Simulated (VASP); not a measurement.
# Ag2O (Pn-3m) in VASP: notebook, part 2 of 2

VASP 6.6.1. Earlier steps stand in the parts before.

### Step 3. Relaxation of cell and atoms, rev-vdW-DF2

The input, INCAR:

```
SYSTEM = Ag2O
  PREC = Accurate
  ENCUT = 600
  EDIFF = 1E-7
  ISMEAR = -1
  SIGMA = 0.05
  LREAL = .FALSE.
  LASPH = .TRUE.
  NELM = 60
  ALGO = Normal
  ISIF = 3
  LWAVE = .FALSE.
  LCHARG = .FALSE.
  GGA = MK
  LUSE_VDW = .TRUE.
  AGGAC = 0.0
  PARAM1 = 0.1234
  PARAM2 = 0.711357
  ZAB_VDW = -1.8867
  IBRION = 2
  NSW = 60
  EDIFFG = -0.01
```

The input, KPOINTS:

```
regular mesh
0
G
  5 5 5
  0 0 0
```

The input, POSCAR:

```
Ag2O
1.0
    4.7180000000      0.0000000000      0.0000000000
    0.0000000000      4.7180000000      0.0000000000
    0.0000000000      0.0000000000      4.7180000000
Ag O
4 2
Direct
    0.7500000000      0.2500000000      0.7500000000
    0.7500000000      0.7500000000      0.2500000000
    0.2500000000      0.7500000000      0.7500000000
    0.2500000000      0.2500000000      0.2500000000
    0.5000000000      0.5000000000      0.5000000000
    0.0000000000      0.0000000000      0.0000000000
```

Potentials or basis: VASP PAW PBE potentials, release 64 (Ag, O).

The run is started by

```sh
cat potpaw_PBE.64/Ag/POTCAR potpaw_PBE.64/O/POTCAR > POTCAR
mpirun -np 1 vasp_std > vasp.out
```

OUTCAR:

```text
SYSTEM = Ag2O
   PREC = Accurate
   ENCUT = 600
   EDIFF = 1E-7
   ISMEAR = -1
   LREAL = .FALSE.
   LASPH = .TRUE.
   NELM = 60
   ISIF = 3
   GGA = MK
   IBRION = 2
   NSW = 60
   EDIFFG = -0.01

 ion  position               nearest neighbor table
   1  0.750  0.250  0.750-   5 2.04   6 2.04   4 3.34   2 3.34   3 3.34   2 3.34   4 3.34   2 3.34
                             3 3.34   2 3.34   3 3.34   4 3.34   4 3.34   3 3.34
   2  0.750  0.750  0.250-   5 2.04   6 2.04   4 3.34   1 3.34   3 3.34   1 3.34   3 3.34   1 3.34
                             4 3.34   1 3.34   3 3.34   4 3.34   3 3.34   4 3.34
   3  0.250  0.750  0.750-   5 2.04   6 2.04   4 3.34   1 3.34   2 3.34   2 3.34   4 3.34   1 3.34
                             4 3.34   4 3.34   1 3.34   2 3.34   2 3.34   1 3.34
   4  0.250  0.250  0.250-   5 2.04   6 2.04   3 3.34   1 3.34   2 3.34   1 3.34   3 3.34   2 3.34
                             3 3.34   3 3.34   1 3.34   2 3.34   1 3.34   2 3.34
   5  0.500  0.500  0.500-   1 2.04   2 2.04   3 2.04   4 2.04
   6  0.000  0.000  0.000-   1 2.04   2 2.04   3 2.04   4 2.04

  LATTYP: Found a simple cubic cell.
 ALAT       =     4.7180000000

  Lattice vectors:

 A1 = (   4.7180000000,   0.0000000000,   0.0000000000)
 A2 = (   0.0000000000,   4.7180000000,   0.0000000000)
 A3 = (   0.0000000000,   0.0000000000,   4.7180000000)

Analysis of symmetry for initial positions (statically):
=====================================================================
 Subroutine PRICEL returns:
 Original cell was already a primitive cell.

 Routine SETGRP: Setting up the symmetry group for a
 simple cubic supercell.

 Subroutine GETGRP returns: Found 48 space group operations
 (whereof 24 operations were pure point group operations)
 out of a pool of 48 trial point group operations.

The static configuration has the point symmetry T_d .
 The point group associated with its full space group is O_h .

Analysis of symmetry for dynamics (positions and initial velocities):
=====================================================================
 Subroutine PRICEL returns:
 Original cell was already a primitive cell.

 Routine SETGRP: Setting up the symmetry group for a
 simple cubic supercell.

 Subroutine GETGRP returns: Found 48 space group operations
 (whereof 24 operations were pure point group operations)
 out of a pool of 48 trial point group operations.

The dynamic configuration has the point symmetry T_d .
 The point group associated with its full space group is O_h .

 Subroutine INISYM returns: Found 48 space group operations
 (whereof 24 operations are pure point group operations),
 and found     1 'primitive' translations

----------------------------------------------------------------------------------------

                                     Primitive cell

  volume of cell :     105.0204

  direct lattice vectors                    reciprocal lattice vectors
     4.718000000  0.000000000  0.000000000     0.211954218  0.000000000  0.000000000
     0.000000000  4.718000000  0.000000000     0.000000000  0.211954218  0.000000000
     0.000000000  0.000000000  4.718000000     0.000000000  0.000000000  0.211954218

  length of vectors
     4.718000000  4.718000000  4.718000000     0.211954218  0.211954218  0.211954218

  position of ions in fractional coordinates (direct lattice)
     0.750000000  0.250000000  0.750000000
     0.750000000  0.750000000  0.250000000
     0.250000000  0.750000000  0.750000000
     0.250000000  0.250000000  0.250000000
     0.500000000  0.500000000  0.500000000
     0.000000000  0.000000000  0.000000000

  ion indices of the primitive-cell ions
   primitive index   ion index
                 1           1
                 2           2
                 3           3
                 4           4
                 5           5
                 6           6

----------------------------------------------------------------------------------------

 KPOINTS: regular mesh

Automatic generation of k-mesh.
 Grid dimensions read from file:
 generate k-points for:    5    5    5

 Generating k-lattice:

  Cartesian coordinates                     Fractional coordinates (reciprocal lattice)
     0.042390844  0.000000000  0.000000000     0.200000000  0.000000000  0.000000000
     0.000000000  0.042390844  0.000000000     0.000000000  0.200000000  0.000000000
     0.000000000  0.000000000  0.042390844     0.000000000  0.000000000  0.200000000

  Length of vectors
     0.042390844  0.042390844  0.042390844

  Shift w.r.t. Gamma in fractional coordinates (k-lattice)
     0.000000000  0.000000000  0.000000000

 Subroutine IBZKPT returns following result:
 ===========================================

 Found     10 irreducible k-points:

 Following reciprocal coordinates:
            Coordinates               Weight
  0.000000  0.000000  0.000000      1.000000
  0.200000  0.000000  0.000000      6.000000
  0.400000  0.000000  0.000000      6.000000
  0.200000  0.200000  0.000000     12.000000
  0.400000  0.200000  0.000000     24.000000
  0.400000  0.400000  0.000000     12.000000
  0.200000  0.200000  0.200000      8.000000
  0.400000  0.200000  0.200000     24.000000
  0.400000  0.400000  0.200000     24.000000
  0.400000  0.400000  0.400000      8.000000
   k-points           NKPTS =     10   k-points in BZ     NKDIM =     10   number of bands    NBANDS=     33
   number of dos      NEDOS =    301   number of ions     NIONS =      6
   total plane-waves  NPLWV =  64000
   dimension x,y,z NGX =    40 NGY =   40 NGZ =   40
   dimension x,y,z NGXF=    80 NGYF=   80 NGZF=   80
   ions per type =               4   2
   NGX,Y,Z   is equivalent  to a cutoff of  14.09, 14.09, 14.09 a.u.
   NGXF,Y,Z  is equivalent  to a cutoff of  28.19, 28.19, 28.19 a.u.
 SYSTEM =  Ag2O
   PREC   = accura    normal or accurate (medium, high low for compatibility)
   ISTART =      0    job   : 0-new  1-cont  2-samecut
   ICHARG =      2    charge: 1-file 2-atom 10-const
   ISPIN  =      1    spin polarized calculation?
   LNONCOLLINEAR =      F non collinear calculations
   LSORBIT =      F    spin-orbit coupling
   LASPH  =      T    aspherical Exc in radial PAW
   ENCUT  =  600.0 eV  44.10 Ry    6.64 a.u.   9.42  9.42  9.42*2*pi/ulx,y,z
   NELM   =     60;   NELMIN=  2; NELMDL= -5     # of ELM steps
   EDIFF  = 0.1E-06   stopping-criterion for ELM
   LREAL  =      F    real-space projection
   EDIFFG = -.1E-01   stopping-criterion for IOM
   NSW    =     60    number of steps for IOM
   IBRION =      2    ionic relax: 0-MD 1-quasi-New 2-CG
   NFREE  =      1    steps in history (QN), initial steepest desc. (CG)
   ISIF   =      3    stress and relaxation
   ISYM   =      2    0-nonsym 1-usesym 2-fastsym
   POTIM  = 0.5000    time-step for ionic-motion
   TEBEG  =    0.0;   TEEND  =   0.0 temperature during run
   PSTRESS=    0.0 pullay stress
   NELECT =      56.0000    total number of electrons
   NUPDOWN=      -1.0000    fix difference up-down
   EMIN   =  10.00;   EMAX   =-10.00  energy-range for DOS
   EFERMI =   0.00;   METHOD = LEGACY
   ISMEAR =    -1;   SIGMA  =   0.05  broadening in eV -4-tet -1-fermi 0-gaus
   EFERMI_NEDOS =   21; number of points for ismear=-14 and -15
   IALGO  =     38    algorithm
   IMIX   =      4    mixing-type and parameters
     AMIX     =   0.40;   BMIX     =  1.00
     AMIX_MAG =   1.60;   BMIX_MAG =  1.00
  volume/ion in A,a.u.               =      17.50       118.12
  Fermi-wavevector in a.u.,A,eV,Ry     =   1.327536  2.508679 23.978245  1.762351
  Thomas-Fermi vector in A             =   2.456841
   LORBIT       =      0    0 simple, 1 ext, 2 COOP (PROOUT), +10 PAW based schemes
   GGA     = MK    functional components
   LHFCALC =     F    Hartree Fock is set to
   AEXX    =    0.0000 exact exchange contribution
   IVDW_NL    =     1    kernel type
   BPARAM     = 6.3000
   IVDW    =     0    specifies the selected vdW correction
   LEPSILON=     F    determine dielectric tensor
   LRPA    =     F    only Hartree local field effects (RPA)
 conjugate gradient relaxation of ions
 non-spin polarized calculation
  energy-cutoff  :      600.00
  volume of cell :      105.02
 maximum number of plane-waves:      3524
 NGX is ok and might be reduce to    40
   NGX = 19   NGY = 19   NGZ = 19

--------------------------------------- Ionic step        1  -------------------------------------------

 number of electron      56.0000025 magnetization

 Free energy of the ion-electron system (eV)
  ---------------------------------------------------
  ext. energy  EPLUGINS =         0.00000000
  ---------------------------------------------------
  free energy    TOTEN  =        -7.95725592 eV

  energy without entropy =       -7.95492167  energy(sigma->0) =       -7.95608880

 E-fermi :   4.6123     XC(G=0): -10.6917

 val. band max:        4.5907815078   @ k =   0.0000   0.0000   0.0000
 cond. band min:       5.0449340959   @ k =   0.2000   0.0000   0.0000
 fundamental gap:      0.4541525882
 Fermi energy:         4.6123480855

 k-point     1 :       0.0000    0.0000    0.0000
  band No.  band energies     occupation
      1     -14.2773      2.00000
      2     -13.5771      2.00000
      3      -2.3543      2.00000
      4      -2.3543      2.00000
      5      -2.3543      2.00000
      6      -0.1482      2.00000
[... 432 lines left out ...]
--------------------------------------- Ionic step        3  -------------------------------------------

 number of electron      55.9999995 magnetization

 Free energy of the ion-electron system (eV)
  ---------------------------------------------------
  ext. energy  EPLUGINS =         0.00000000
  ---------------------------------------------------
  free energy    TOTEN  =        -7.97415678 eV

  energy without entropy =       -7.97157207  energy(sigma->0) =       -7.97286442

 E-fermi :   4.2924     XC(G=0): -10.5559

 val. band max:        4.2407808939   @ k =   0.0000   0.0000   0.0000
 cond. band min:       4.6996345781   @ k =   0.2000   0.0000   0.0000
 fundamental gap:      0.4588536842
 Fermi energy:         4.2923842984

 k-point     1 :       0.0000    0.0000    0.0000
  band No.  band energies     occupation
      1     -14.3637      2.00000
      2     -13.7126      2.00000
      3      -2.4259      2.00000
      4      -2.4259      2.00000
      5      -2.4259      2.00000
      6      -0.2845      2.00000
[... 386 lines left out ...]
  energy  without entropy=       -7.9715720685  energy(sigma->0) =       -7.97286442

Total vdW correction in eV:     11.4420983

 reached required accuracy - stopping structural energy minimisation
```

Run time: 4.4 min. Hardware: 1 thread of Intel Xeon Platinum 8488C (Sapphire Rapids), shared host; peak memory 0.59 GiB.

Results:

```yaml
Free_energy: -7.9742 eV
Relaxed_volume: 17.94 Å³/atom
Relaxed_cell: a = 4.757 Å, b = 4.757 Å, c = 4.757 Å, α = 90.00°, β = 90.00°, γ = 90.00°
Space_group_after_relaxing_to_0.05_Å: Pn-3m (No. 224)
Energy_gained_by_relaxing: 2.8 meV/atom
Ionic_steps: 3
Pressure_after_relaxing: 0.0 GPa
Band_gap_on_the_k_mesh: none (metal or under the smearing width)
```

Step by step:
```csv
step,energy change (eV),largest force (eV/Å),pressure (GPa),volume (Å³)
1,0.0000,0.0000,2.10,105.02
2,-0.0152,0.0000,-0.64,108.54
3,-0.0169,0.0000,0.00,107.66
```

Final structure:
```yaml
crystal:
  lattice:
    - [4.75725, 0.00000, 0.00000]
    - [0.00000, 4.75725, 0.00000]
    - [0.00000, 0.00000, 4.75725]
  atoms:
    - { symbol: Ag, position: [0.75000, 0.25000, 0.75000] }
    - { symbol: Ag, position: [0.75000, 0.75000, 0.25000] }
    - { symbol: Ag, position: [0.25000, 0.75000, 0.75000] }
    - { symbol: Ag, position: [0.25000, 0.25000, 0.25000] }
    - { symbol: O, position: [0.50000, 0.50000, 0.50000] }
    - { symbol: O, position: [0.00000, 0.00000, 0.00000] }
```

Levels at points of the mesh, in eV from the Fermi level:
```
           k point  band 25  band 26  band 27  band 28  band 29  band 30  band 31  band 32
(0.00, 0.00, 0.00)    -2.64    -0.08    -0.08    -0.08    -0.05     2.03     2.03     7.06
```

Caveat: the PAW data sets were made with another functional, which shifts forces and pressure a little. Zero-point motion and thermal expansion aren't in these numbers.

### Step 4. Relaxation of cell and atoms, PBEsol

The input, INCAR:

```
PREC = Accurate
ENCUT = 600
EDIFF = 1E-6
ISMEAR = -1
SIGMA = 0.05
LREAL = F
LASPH = T
NELM = 60
ALGO = Normal
ISIF = 3
LWAVE = F
LCHARG = F
GGA = PS
IBRION = 2
NSW = 40
EDIFFG = -0.005
PSTRESS = 0
```

The input, KPOINTS:

```
Automatic mesh
0
Gamma
  5 5 5
```

POSCAR is that of step 3.

The run is started by

```sh
cat potpaw_PBE.64/Ag/POTCAR potpaw_PBE.64/O/POTCAR > POTCAR
mpirun -np 1 vasp_std > vasp.out
```

It took 74 s on 1 thread of Intel Xeon Platinum 8488C (Sapphire Rapids), shared host; peak memory 0.26 GiB.

Results (log left out):

| Item | Value |
| --- | --- |
| Free energy | -23.9723 eV |
| Relaxed volume | 17.34 Å³/atom |
| Relaxed cell | a = 4.703 Å, b = 4.703 Å, c = 4.703 Å, α = 90.00°, β = 90.00°, γ = 90.00° |
| Space group after relaxing (to 0.05 Å) | Pn-3m (No. 224) |
| Energy gained by relaxing | 0.4 meV/atom |
| Ionic steps | 3 |
| Pressure after relaxing | 0.0 GPa |
| Band gap on the k mesh | none (metal or under the smearing width) |

Step by step:
| step | energy change (eV) | largest force (eV/Å) | pressure (GPa) | volume (Å³) |
| --- | --- | --- | --- | --- |
| 1 | 0.0000 | 0.0000 | -0.83 | 105.02 |
| 2 | -0.0022 | 0.0000 | 0.33 | 103.65 |
| 3 | -0.0026 | 0.0000 | 0.01 | 104.02 |

Final structure:
```
CELL_PARAMETERS angstrom
4.70302 0.00000 0.00000
0.00000 4.70302 0.00000
0.00000 0.00000 4.70302
ATOMIC_POSITIONS crystal
Ag 0.75000 0.25000 0.75000
Ag 0.75000 0.75000 0.25000
Ag 0.25000 0.75000 0.75000
Ag 0.25000 0.25000 0.25000
O 0.50000 0.50000 0.50000
O 0.00000 0.00000 0.00000
```

Levels at points of the mesh, in eV from the Fermi level:
| k point | band 25 | band 26 | band 27 | band 28 | band 29 | band 30 | band 31 | band 32 |
| --- | --- | --- | --- | --- | --- | --- | --- | --- |
| (0.00, 0.00, 0.00) | -2.73 | -0.07 | -0.07 | -0.07 | -0.07 | 1.80 | 1.80 | 7.20 |

Caveat: the PAW data sets were made with another functional, which shifts forces and pressure a little.

### Step 5. For comparison

An earlier run on the cell as given: functional PBEsol; potentials or basis VASP PAW PBE potentials, release 64 (Ag, O); cutoff 520 eV; k mesh 6 × 6 × 6; occupations fermi-dirac, width 0.05 eV; no spin polarisation.

- Pressure: -0.8 GPa
- Band gap on the k mesh: none (metal or under the smearing width)

### Step 6. Overview

```tsv
task	level	cell	k mesh	cutoff (eV)	ladder	gap on the mesh (eV)	pressure (GPa)	relaxed volume (Å³/atom)
relaxation of cell and atoms	vdW-DF-cx	relaxed	5 × 5 × 5	600	-	none	-0.1	17.55
relaxation of cell and atoms	rev-vdW-DF2	relaxed	5 × 5 × 5	600	-	none	0.0	17.94
relaxation of cell and atoms	PBEsol	relaxed	5 × 5 × 5	600	-	none	0.0	17.34
single point	PBEsol	as given	6 × 6 × 6	520	free	none	-0.8	-
```

Alike in all rows: potentials or basis VASP PAW PBE potentials, release 64 (Ag, O); no spin polarisation; smearing fermi-dirac 0.05 eV.

Caveats: the PAW data sets were made with another functional, which shifts forces and pressure a little.

Total energies depend on the potentials used, so only differences within one code and one set of settings carry meaning.
